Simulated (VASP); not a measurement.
Pd:

```
Pd
1.0
     2.78367    0.00000    0.00000
    -1.39183    2.41072    0.00000
     0.00000    0.00000    4.62889
Pd
2
Direct
  0.33333 0.66667 0.25000
  0.66667 0.33333 0.75000
```

This isn't the form of Pd at room conditions, which is fcc.

```yaml
Program: VASP 6.6.1
Task: relaxation of cell and atoms
Functional: r2SCAN
Potentials_or_basis: VASP PAW PBE potentials, release 64 (Pd)
Cutoff: 600 eV
k_mesh: 10 × 10 × 6
Occupations: fermi-dirac, width 0.05 eV
Spin: no spin polarisation
```

At the start: pressure -5.2 GPa; volume 15.53 Å³/atom.

Problem. How do energy, volume and symmetry change on relaxing?

Solution. Over 9 steps the energy falls by 8.9 meV/atom and the volume is 15.06 Å³/atom (-3.0 %); space group P6_3/mmc (No. 194, to 0.05 Å).

The path:
```tsv
step	energy change (eV)	largest force (eV/Å)	pressure (GPa)	volume (Å³)
1	0.0000	0.0000	-5.21	31.06
2	0.0158	0.0000	8.89	28.85
3	-0.0169	0.0000	0.09	30.10
4	-0.0169	0.0000	0.21	30.08
5	-0.0177	0.0000	0.15	30.09
6	-0.0179	0.0000	0.12	30.10
7	-0.0179	0.0000	0.12	30.10
8	-0.0179	0.0000	-0.18	30.15
9	-0.0179	0.0000	0.02	30.12
```

Final structure:
```cif
data_structure
_symmetry_space_group_name_H-M 'P 1'
_symmetry_Int_Tables_number 1
_cell_length_a 2.7421
_cell_length_b 2.7421
_cell_length_c 4.6248
_cell_angle_alpha 90.000
_cell_angle_beta 90.000
_cell_angle_gamma 120.000
_cell_volume 30.12
loop_
_atom_site_label
_atom_site_type_symbol
_atom_site_fract_x
_atom_site_fract_y
_atom_site_fract_z
_atom_site_occupancy
Pd1 Pd 0.33333 0.66667 0.25000 1
Pd2 Pd 0.66667 0.33333 0.75000 1
```

Caveat: the PAW data sets were made with another functional, which shifts forces and pressure a little.
